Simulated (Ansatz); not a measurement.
**Ta in Ag(111), 2x2: scattering by a point defect**

Aim: the resistance that Ta in Ag(111), 2x2 adds to the host.

Main program and level: Ansatz 0.2.0; Ansatz plane-wave DFT, PBE, PAW files; ballistic transport by layer matching (Landauer), zero bias; PAW set soft_1.

## (1) Set-up

The cell holds 44 atoms: 43 Ag and 1 Ta. Its edges and angles: a = 5.779 Å, b = 5.779 Å, c = 26.004 Å, α = 86.8°, β = 93.2°, γ = 120.0°. It derives from Ag. Regions: lead, 24 atoms (24 Ag); scattering region, 20 atoms (19 Ag and 1 Ta). The structure is stacked along c, and the current runs across the ab planes.

## (2) Transmission at ideal sites

The defect sits in one plane of the supercell, all atoms on ideal sites; the layers about the cell's end are the lead. The mesh across the current, 10×10, is finer than the density's, because channels open and close sharply across the zone. Energies from -0.1 to 0.1 eV in steps of 0.05 eV are too few for the program's thermal sum, so it prints no conductance; for a metal the transmission near the Fermi level serves, at a fraction of the cost.

Contents of input.yaml:

```yaml
crystal:
  lattice:
    - [5.7787594586, 0.0, 0.0]
    - [-2.8893797293, 5.0045524935, 0.0]
    - [-1.4446898646, 0.8340920822, 25.9508553696]
  atoms:
    - { symbol: Ag, position: [0.0075757576, 0.9924242424, 0.0454545455] }
    - { symbol: Ag, position: [0.0075757576, 0.4924242424, 0.0454545455] }
    - { symbol: Ag, position: [0.5075757576, 0.9924242424, 0.0454545455] }
    - { symbol: Ag, position: [0.5075757576, 0.4924242424, 0.0454545455] }
    - { symbol: Ag, position: [0.1893939394, 0.3106060606, 0.1363636364] }
    - { symbol: Ag, position: [0.1893939394, 0.8106060606, 0.1363636364] }
    - { symbol: Ag, position: [0.6893939394, 0.3106060606, 0.1363636364] }
    - { symbol: Ag, position: [0.6893939394, 0.8106060606, 0.1363636364] }
    - { symbol: Ag, position: [0.3712121212, 0.1287878788, 0.2272727273] }
    - { symbol: Ag, position: [0.3712121212, 0.6287878788, 0.2272727273] }
    - { symbol: Ag, position: [0.8712121212, 0.1287878788, 0.2272727273] }
    - { symbol: Ag, position: [0.8712121212, 0.6287878788, 0.2272727273] }
    - { symbol: Ag, position: [0.053030303, 0.946969697, 0.3181818182] }
    - { symbol: Ag, position: [0.053030303, 0.446969697, 0.3181818182] }
    - { symbol: Ag, position: [0.553030303, 0.946969697, 0.3181818182] }
    - { symbol: Ag, position: [0.553030303, 0.446969697, 0.3181818182] }
    - { symbol: Ag, position: [0.2348484848, 0.2651515152, 0.4090909091] }
    - { symbol: Ag, position: [0.2348484848, 0.7651515152, 0.4090909091] }
    - { symbol: Ag, position: [0.7348484848, 0.2651515152, 0.4090909091] }
    - { symbol: Ag, position: [0.7348484848, 0.7651515152, 0.4090909091] }
    - { symbol: Ta, position: [0.4166666667, 0.0833333333, 0.5] }
    - { symbol: Ag, position: [0.4166666667, 0.5833333333, 0.5] }
    - { symbol: Ag, position: [0.9166666667, 0.0833333333, 0.5] }
    - { symbol: Ag, position: [0.9166666667, 0.5833333333, 0.5] }
    - { symbol: Ag, position: [0.0984848485, 0.9015151515, 0.5909090909] }
    - { symbol: Ag, position: [0.0984848485, 0.4015151515, 0.5909090909] }
    - { symbol: Ag, position: [0.5984848485, 0.9015151515, 0.5909090909] }
    - { symbol: Ag, position: [0.5984848485, 0.4015151515, 0.5909090909] }
    - { symbol: Ag, position: [0.2803030303, 0.2196969697, 0.6818181818] }
    - { symbol: Ag, position: [0.2803030303, 0.7196969697, 0.6818181818] }
    - { symbol: Ag, position: [0.7803030303, 0.2196969697, 0.6818181818] }
    - { symbol: Ag, position: [0.7803030303, 0.7196969697, 0.6818181818] }
    - { symbol: Ag, position: [0.4621212121, 0.0378787879, 0.7727272727] }
    - { symbol: Ag, position: [0.4621212121, 0.5378787879, 0.7727272727] }
    - { symbol: Ag, position: [0.9621212121, 0.0378787879, 0.7727272727] }
    - { symbol: Ag, position: [0.9621212121, 0.5378787879, 0.7727272727] }
    - { symbol: Ag, position: [0.1439393939, 0.8560606061, 0.8636363636] }
    - { symbol: Ag, position: [0.1439393939, 0.3560606061, 0.8636363636] }
    - { symbol: Ag, position: [0.6439393939, 0.8560606061, 0.8636363636] }
    - { symbol: Ag, position: [0.6439393939, 0.3560606061, 0.8636363636] }
    - { symbol: Ag, position: [0.3257575758, 0.1742424242, 0.9545454545] }
    - { symbol: Ag, position: [0.3257575758, 0.6742424242, 0.9545454545] }
    - { symbol: Ag, position: [0.8257575758, 0.1742424242, 0.9545454545] }
    - { symbol: Ag, position: [0.8257575758, 0.6742424242, 0.9545454545] }
kpoints:
  mp_grid: { grid: [4, 4, 1] }
hamiltonian:
  xc: pbe
  pseudopotentials: { kind: paw, azcp: { folder: soft_1 } }
scf:
  occupations: { method: fermi_dirac, width: 0.1 }
output:
  transmission: { leads: [[0, 4]], kmesh: [10, 10], e_range: [-0.1, 0.1], de: 0.05 }
  write_potential: true
  write_density: true
  volumetric_format: npy
  elf: true
```

Run with:

```
$ ansatz run input.yaml --threads 4 --pin off --max-ram 15360MiB --backend cpu --events-out ev --progress --plain --runs-dir out
```

Numbers of over 12 decimals in the logs are rounded to 6 here.

The log of the run:

```text
Engine: ansatz 0.2.0, x86_64-unknown-linux-gnu
Pseudopotentials: kind: paw
Pseudopotential: Ag, paw, valence charge 19, recommended cutoff 420 eV (normal), soft_1/Ag.paw.azcp
Pseudopotential: Ta, paw, valence charge 13, recommended cutoff 420 eV (normal), soft_1/Ta.paw.azcp
Functional definition: PBE
  parameter kappa = 0.804
  parameter beta = 0.066725
  exchange = pbe_x(kappa = kappa, mu = beta*pi^2/3)
  correlation = pbe_c(beta = beta)
Crystal: 44 atoms, lattice volume = 750.501 Å³
Basis set: ecut = 420 eV, 14721 PW (Γ)
Bands: 498, of which v1, the nominal top of the filled ones, is band 415 counted from 1 (414 counted from 0)
Symmetry: 4 space group operations
Space group: C2/m (ITA 12), of the structure as read, at distance tolerance 9.1e-5 Å
k-points: 7 of 16
Non-local potential: Ag, projectors of the file, l = 0: 3, l = 1: 2, l = 2: 2, l = 3: 1
Non-local potential: Ta, projectors of the file, l = 0: 3, l = 1: 2, l = 2: 2, l = 3: 1
PAW form: soft (Blöchl's): semilocal exchange-correlation on the pseudo side does not see the compensation charge
PAW one-centre angular grid: Ag, 590 points (default); XC on 64 Gauss nodes
PAW one-centre angular grid: Ta, 590 points (default); XC on 64 Gauss nodes
Initial density: superposition of atomic densities (chi_scale 0.1, normalization cell, long waves 47 % of neutral atoms (reshape's long-wave potential 1.47 eV rms, cloud 3.15 Å wide))
Initial wavefunctions: pseudopotential atomic-orbital guess
Functional: x = pbe(κ = 0.804, μ = 0.219515), c = pbe(β = 0.066725)
SCF iter   1: F=—  HF=-336355.222693 eV  |F-HF|=—  |Δ(HF+E_count)|=         —  Δρ=9.98e-2  dr2=8.00e2  ethr=3.10e-3  ⟨swp⟩=4.0  Hψ=10420  notcnv=0  defer=83
preconditioner: auto → Kerker (q_TF=auto, 2.774 Å⁻¹)  [metal: Δε(μ)=0.014 eV  Ē_g=9.859 eV  σ=0.100 eV  W_gap=0.04  n_scr=292 (ndim 8)  ℏωp=29.6 eV  f_vac=0.000  D(μ)=13.81/eV (n_scr^D=80)]
SCF iter   2: F=—  HF=-336336.356059 eV  |F-HF|=—  |Δ(HF+E_count)|=    1.89e1  Δρ=5.02e-2  dr2=4.51e2  ethr=3.10e-3  ⟨swp⟩=2.3  Hψ=5699  notcnv=0  defer=417
SCF iter   3: F=—  HF=-336328.280782 eV  |F-HF|=—  |Δ(HF+E_count)|=    8.08e0  Δρ=1.97e-2  dr2=1.73e1  ethr=3.10e-3  ⟨swp⟩=2.3  Hψ=5514  notcnv=0  defer=409
SCF iter   4: F=—  HF=-336326.994866 eV  |F-HF|=—  |Δ(HF+E_count)|=    1.29e0  Δρ=6.68e-3  dr2=1.97e1  ethr=2.09e-3  ⟨swp⟩=1.7  Hψ=4035  notcnv=0  defer=409
SCF iter   5: F=—  HF=-336326.622433 eV  |F-HF|=—  |Δ(HF+E_count)|=   3.72e-1  Δρ=6.53e-3  dr2=7.90e0  ethr=2.09e-3  ⟨swp⟩=2.0  Hψ=3312  notcnv=0  defer=409
SCF iter   6: F=—  HF=-336326.587746 eV  |F-HF|=—  |Δ(HF+E_count)|=   3.47e-2  Δρ=5.27e-3  dr2=1.88e0  ethr=9.52e-4  ⟨swp⟩=1.1  Hψ=4013  notcnv=0  defer=407
SCF iter   7: F=—  HF=-336326.532491 eV  |F-HF|=—  |Δ(HF+E_count)|=   5.53e-2  Δρ=1.19e-3  dr2=6.99e-2  ethr=2.26e-4  ⟨swp⟩=1.4  Hψ=3082  notcnv=0  defer=407
SCF iter   8: F=—  HF=-336326.529517 eV  |F-HF|=—  |Δ(HF+E_count)|=   2.97e-3  Δρ=1.97e-4  dr2=5.91e-3  ethr=8.43e-6  ⟨swp⟩=2.0  Hψ=3586  notcnv=0  defer=407
SCF iter   9: F=—  HF=-336326.529475 eV  |F-HF|=—  |Δ(HF+E_count)|=   4.17e-5  Δρ=9.56e-5  dr2=3.03e-4  ethr=7.12e-7  ⟨swp⟩=1.0  Hψ=3079  notcnv=0  defer=407
SCF iter  10: F=—  HF=-336326.529325 eV  |F-HF|=—  |Δ(HF+E_count)|=   1.50e-4  Δρ=3.34e-5  dr2=6.49e-5  ethr=3.65e-8  ⟨swp⟩=2.3  Hψ=5072  notcnv=0  defer=407
SCF iter  11: F=—  HF=-336326.530086 eV  |F-HF|=—  |Δ(HF+E_count)|=   7.61e-4  Δρ=7.91e-6  dr2=1.28e-6  ethr=7.81e-9  ⟨swp⟩=1.4  Hψ=3277  notcnv=0  defer=407
SCF iter  12: F=—  HF=-336326.530086 eV  |F-HF|=—  |Δ(HF+E_count)|=   1.65e-7  Δρ=2.37e-6  dr2=1.72e-7  ethr=1.54e-10  ⟨swp⟩=2.0  Hψ=4216  notcnv=0  defer=407
SCF iter  13: F=-336326.530086 eV  HF=-336326.530086 eV  |F-HF|=1.12e-8  |Δ(HF+E_count)|=   2.34e-8  Δρ=6.37e-7  dr2=1.24e-8  ethr=1.20e-11  ⟨swp⟩=8.7  Hψ=13164  notcnv=0
SCF 1 converged in 13 iterations: F = -336326.530086 eV  dr2 = 1.24e-8
  greatest PAW one-centre occupation: 1.002 electrons in one spin orbital (limit 2), on the Ag atom at site 22 (counted from 0), in its partial waves of l = 0
transmission: 106 of 1054 steps passed
transmission: 218 of 1054 steps passed
[...]
transmission: 1054 of 1054 steps passed
SCF converged after 13 iterations
Free energy (F): -336326.530086 eV
Harris-Foulkes:  -336326.530086 eV  (|F-HF|=1.12e-8)
Internal energy: -336325.927609 eV  (E = F + TS)
E sigma→0 (E₀):  -336326.228848 eV
Entropy (-TS):   -0.602477 eV (-13.693 meV/atom)
Fermi energy:    17.313478 eV
--- Per-component energies (eV) ---
  E_band       = -10245.872290
  E_kinetic    = 20507.183188
  E_local      = -90819.544301  (includes V_loc(G=0)·N_el)
  E_nonlocal   = 1347.016129
  E_hartree    = 44606.657710
  E_xc         = -7168.508993
  E_vxc        = -8901.697833  (∫ρ·V_xc dr)
  E_paw        = -178376.987896  (= ΣΔE_a)
  E_vpaw       = -21592.160229  (= ΣTr[D̂ρ^β])
  E_aug_tail   = 0.016251  (compensation charges beyond the density's cutoff)
  E_ewald      = -126421.759697
  E_smearing   = -0.602477  (= −TS)
  E_closure    = -0.000000  (closes the sum)
  Σ components = -336326.530086   (vs F -336326.530086, Δ=0.00e0)
--- Band table (eV; the first three rows and the last of 7) ---
  k-point 0: bands = [... 411 lower, 17.5365, 17.5404, 17.7127, 17.7518, 17.8062, 17.9570, 18.0068, 18.0206, ... 79 higher]
  k-point 1: bands = [... 411 lower, 17.0015, 17.0570, 17.1771, 17.2381, 17.3525, 17.3967, 17.4662, 17.6189, ... 79 higher]
  k-point 2: bands = [... 411 lower, 16.8988, 17.0085, 17.0739, 17.1818, 17.2174, 17.2867, 17.2908, 17.4033, ... 79 higher]
  k-point 6: bands = [... 411 lower, 16.9070, 16.9353, 17.0795, 17.1308, 17.1769, 17.3603, 17.4846, 17.4898, ... 79 higher]
--- Transmission ---
  basis      : 253 plane waves across, 34 finite elements along
  points     : 31, standing for a mesh of 10 x 10
  energies   : 5 from -0.100000 to 0.100000 eV about the Fermi level, 0.050000 eV apart; the leads are filled to 0.000000 eV, and channels, transmission and decay are at 0.000000 eV
  crystal 0  : Ag4, at the sites [0, 4], period 2.3592 Å, over 23.59 Å; its Hamiltonian steps by up to 15.3 meV
    offset         : up to 0.0000 Å between an atom of the period and one for which it stands
    channels       : 3.210000e0 a spin
    conductance    : none, the energies end too early or step too widely for 300 K: set another output.transmission.e_range or a lower de, or, where they end at an eighth of basis.ecutwfc, a higher one
  junction   : crystal 0 to crystal 0, 0.70 to 24.29 Å
    transmission   : 1.123287e0 a spin
    conductance    : none, the energies end too early or step too widely for 300 K: set another output.transmission.e_range or a lower de, or, where they end at an eighth of basis.ecutwfc, a higher one
```

Wall time 3.7 min (4 threads of Intel Xeon Platinum 8375C at 2.90GHz (Ice Lake), shared host); peak memory 6.3 GiB; 14 min of CPU time.

Reading the cycles: dr2 is the Hartree energy of the density residual (eV), the measure of convergence; HF is the Harris–Foulkes estimate of the energy, which meets the free energy F at convergence.

This step gave:

```yaml
free_energy: -336326.5301 eV
energy_at_zero_smearing: -336326.2288 eV
fermi_energy: 17.31 eV
cell_area: 28.92 Å²
transmission_per_spin_nearest_the_fermi_level: 1.123
open_channels_per_spin_nearest_the_fermi_level: 3.21
step_of_the_lead_s_potential: 15.3 meV
```

Per spin. The transmission, zone mean by energy, zero at the Fermi level:

| energy (eV) | transmission, zone mean |
| --- | --- |
| -0.1000 | 1.24 |
| -0.0500 | 1.12 |
| 0.0000 | 1.12 |
| 0.0500 | 1.20 |
| 0.1000 | 1.22 |

Per spin. The open channels, zone mean, lead stays at 3.21 for energy from -0.1 to 0.1 eV.

Transmission over k1 and k2. At 0.0000 eV from the Fermi level.

Ten even steps from '_' (0.54) to '@' (2.11):
```
__**__::__**__..__..
::__**....**__::____
::::..@@@@@@..::::..
____..@@@@@@@@..____
@@****@@@@==@@@@****
______..@@@@@@@@..__
::..::::..@@@@@@..::
::____::__**....**__
__..__..__**__::__**
%%__::::__@@__::::__
```
Columns: k1 (b1) from -0.5 to 0.4; rows upwards: k2 (b2) from -0.5 to 0.4.

Open channels over k1 and k2. At 0.0000 eV from the Fermi level.

Values, 10 rows by 10 columns:
```
3.00 4.00 3.00 3.00 3.00 4.00 3.00 3.00 3.00 3.00
3.00 3.00 4.00 3.00 3.00 4.00 3.00 3.00 3.00 3.00
3.00 3.00 3.00 4.00 3.00 4.00 3.00 3.00 3.00 3.00
3.00 3.00 3.00 3.00 3.00 3.00 3.00 3.00 3.00 3.00
4.00 4.00 4.00 4.00 3.00 3.00 3.00 4.00 4.00 4.00
3.00 3.00 3.00 3.00 3.00 3.00 3.00 3.00 3.00 3.00
3.00 3.00 3.00 3.00 3.00 4.00 3.00 4.00 3.00 3.00
3.00 3.00 3.00 3.00 3.00 4.00 3.00 3.00 4.00 3.00
3.00 3.00 3.00 3.00 3.00 4.00 3.00 3.00 3.00 4.00
4.00 3.00 3.00 3.00 3.00 4.00 3.00 3.00 3.00 3.00
```
Columns: k1 (b1) from -0.5 to 0.4; rows upwards: k2 (b2) from -0.5 to 0.4.

ELF in the ca plane at fractional y = 0.083, with atoms of Ta and Ag within 0.2 Å of it. It is the smooth field of the valence electrons, not physical close to the nuclei.

Ten even steps from '0' (0.15) to '9' (0.74), each cell a mean:
```
00002454100000000000000369852000000000000014
00014786300000000000000369851000000000000002
00014785200000000000000145530000000001221000
00003553100111000001000012210001210002442000
00000111000243100012101111111112210002442000
00000000001344200012111111101111110001221001
00000000001233100001111037730110000000000003
00001332100111000000120387882121000000000014
00013665200000000000120691393121000000000003
00014786300000000000120497881121000000110001
00014665200000000000111047620111100002332000
00002332000122100011111101101112210002443000
00000000001344200022101111111001210002332000
00000000001343200011100012210000100000110002
00000111000222000000000135531000000000000003
```
Columns run along c (16.0 Å, from fractional 0.15 to 0.76 of the cell), rows up along a (5.8 Å). Atoms in or near the plane, at fractional coordinates: Ta at (0.50, 0.42), Ag at (0.50, 0.92).

Valence density in the ca plane at fractional y = 0.083, with atoms of Ta and Ag within 0.2 Å of it. It is the smooth field of the valence electrons, not physical close to the nuclei.

Ten steps, logarithmic in the rise over the least value, from '0' (0 e/Å³) to '9' (16 e/Å³), each cell a mean:
```
10014676311111000000001489973100000000000025
00136998510000000000001589973100000001111114
00136997410011000011101367752111110012443111
10024775311232100122210133321112321124664200
10012332112455311233310011110123431124664201
11000111012566311233311112211123321013442112
11001121112455310122211135531111110001111124
10013554211232100011111367753111000000000025
00025887410110000000011467763100000000110025
00136998510000000001111467652111110001232112
00126887410121100011111245531112221013553101
10013554211344210123211112210123331124664200
10001111012565311234310011110123321113553111
11000111012565311133210123321112211012321113
10001332111343200111101357752101100000110025
```
Columns run along c (16.0 Å, from fractional 0.15 to 0.76 of the cell), rows up along a (5.8 Å). Atoms in or near the plane, at fractional coordinates: Ta at (0.50, 0.42), Ag at (0.50, 0.92).

Electrostatic potential energy in the ca plane at fractional y = 0.083, with atoms of Ta and Ag within 0.2 Å of it. With pseudopotentials it is smooth inside the atoms' cores, unlike the true potential.

Values in eV, 8 rows by 16 columns, each cell a mean:
```
 18   3  -7  14  17  20  19  19   2  -1   8  19  20  19  18   9
 18   1  -6  14  15  19  18  17  10  -4  15  14  17  10   3  17
 18  15  10  16  -4  11  11  10  17  14  17   6  14   6  -2  17
 17  17  12  16  -1  13  15  14   8  -6  11  16  18  17  15  10
 18   3  -6  14  17  19  19  18  -1 -12   5  19  20  19  18   9
 18   1  -6  14  15  19  18  16   6  -7  12  14  17  10   2  17
 18  15  10  16  -4  11  11  10  17  14  18   6  14   6  -2  17
 17  17  13  16  -1  13  15  14  12  -3  14  16  18  17  15  10
```
Columns run along c (16.0 Å, from fractional 0.15 to 0.76 of the cell; values clipped at the 3rd and 97th percentile), rows up along a (5.8 Å). Atoms in or near the plane, at fractional coordinates: Ta at (0.50, 0.42), Ag at (0.50, 0.92).

Over the solved energies the transmission per spin lies between 1.12 and 1.24, out of 3.21 channels of the lead on average (up to 3.21).

## (3) Resistance at ideal sites

This step: Ansatz plane-wave DFT, PBE, PAW files; ballistic transport by layer matching (Landauer), zero bias; area resistance of the defect plane and resistivity an atomic per cent; PAW set soft_1 (Ansatz 0.2.0).

Numbers from this step:

```yaml
area_resistance: 2.089 fΩ m²
t_over_the_leads_mean_channel_count: 0.3576
resistivity_per_at_scaled_from_this_dense_plane_with_the_factor_3_over_4_for_isotropic_scattering: 26.56 µΩ cm
```

Averaged over the energies near the Fermi level, 35.8 % of the channels pass, which makes 2.09 fΩ m².

By hand, with T and the leads' channels N averaged over the energies near the Fermi level: RA = A (h/2e²)(1/T − 1/N) = 28.92×10⁻²⁰ m² × 12 906 Ω × (1/1.148 − 1/3.210) = 2.09 fΩ m². Per atomic per cent: RA × A / V_atom × 0.01 × 3/4 = 26.6 µΩ cm, with the host's V_atom = 17.06 Å³.

## (4) The same junction, with changed settings

A repeat with a deliberate mistake in the input, to see how the program answers it.

This step: Ansatz plane-wave DFT, PBE, PAW files; ballistic transport by layer matching (Landauer), zero bias; changed: output.transmission.leads = [[0, 47]], scf.max_iter = 100 (Ansatz 0.2.0).

Changes to input.yaml since step 2:

```diff
@@ -57,4 +57,5 @@
   occupations: { method: fermi_dirac, width: 0.1 }
+  max_iter: 100
 output:
-  transmission: { leads: [[0, 4]], kmesh: [10, 10], e_range: [-0.1, 0.1], de: 0.05 }
+  transmission: { leads: [[0, 47]], kmesh: [10, 10], e_range: [-0.1, 0.1], de: 0.05 }
   write_potential: true
@@ -62,2 +63 @@
   volumetric_format: npy
-  elf: true
```

The log of the run:

```text
Error: inconsistent input (output.transmission.leads, crystal): the lead [0, 47] names a site that the cell does not have: it has 44, counted from 0.
List the leads and leave barriers out. Name each by two sites of one ion a step apart, counted from 0. A search, which can't tell a lead from a barrier or a film with its gap, finds:
  [40, 3]  Ag4, period 2.3592 Å from a height of 24.29 Å
```

Elapsed: 0.06 s, on 4 threads; peak memory 0.11 GiB.

The program refused the input before any cycle.

The program's message: “Error: inconsistent input (output.transmission.leads, crystal): the lead [0, 47] names a site that the cell does not have: it has 44, counted from 0.”

The change that led to it: output.transmission.leads = [[0, 47]].

## (5) Outcome

```yaml
share_of_channels_that_pass_rigid: 0.358
area_resistance_rigid: 2.09 fΩ m²
resistivity_per_at_from_the_area_resistance_times_3_over_4_rigid: 26.6 µΩ cm
```

In words: The plane of defects adds 2.1 fΩ m². Scaled to one atomic per cent that is 35 µΩ cm as it stands and 27 with the factor 3/4 for isotropic scattering on a spherical Fermi surface; with the reflection in place of the resistance taken as linear in the density it would be 9.5. These are rough estimates of the dilute value, not bounds. One Ta in each 2x2 cell reflects 64 % of the lead's channels. The defects form a dense periodic sheet that scatters coherently, unlike a dilute random alloy. T and N are means over the solved energies nearest the Fermi level. Spin-orbit coupling is left out, which matters for Ta.

[Logs are printed without paths, hosts, clocks, repeated set-up lines and the standing remarks that a program may print on its own settings, such as how far it seeks lower states.]

[Hosts, paths, dates, database ids (printed as entryN), source tags and the programs' standing remarks are cut or masked in the printed files.]
